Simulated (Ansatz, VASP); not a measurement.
## Two plane-wave programs on CuI

```
Cu I
1.0
     4.00198    0.00000    0.00000
     0.00000    4.00198    0.00000
     0.00000    0.00000    6.48052
Cu I
2 2
Direct
  0.50000 0.50000 0.00000
  0.00000 0.00000 0.00000
  0.50000 0.00000 0.26152
  0.00000 0.50000 0.73848
```

Alike in both runs: functional PBEsol; k mesh 8 × 8 × 4; occupations gaussian, width 0.02 eV; no spin polarisation.

Ansatz relaxed the structure, and its values are those at the end. VASP's run is a single point on that final structure, the one shown.

|  | VASP | Ansatz |
| --- | --- | --- |
| version | VASP 6.6.1 | Ansatz 0.2.0 |
| potentials or method | VASP PAW PBE potentials, release 64 (Cu, I) | scalar-relativistic, plane waves, PAW |
| plane-wave cutoff (eV) | 520 | 420 |
| valence electrons in the cell | 36 | 72 |

VASP gave:

| Property | Result |
| --- | --- |
| gap on the k mesh at the Fermi level (eV) | 1.53 |
| least direct gap on the mesh (eV) | 1.53 |
| pressure (GPa) | 0.1 |
| rms of the force components (eV/Å) | 0.008 |

Problem. Estimate Ansatz's values.

Solution. gap on the k mesh at the Fermi level (eV): 1.52; least direct gap on the mesh (eV): 1.52; pressure (GPa): 0.0; rms of the force components (eV/Å): 0.001.

The two sets of potentials don't hold the same shells in valence.

Caveats: the PAW data sets were made with another functional, which shifts forces and pressure a little (VASP); spin-orbit coupling is left out, which moves the levels of the heavy elements; this functional lacks dispersion, which binds the layers, so the pressure and a relaxed spacing across them are unreliable. Expect the measured gap to be larger: semilocal functionals such as PBEsol lack the derivative discontinuity.
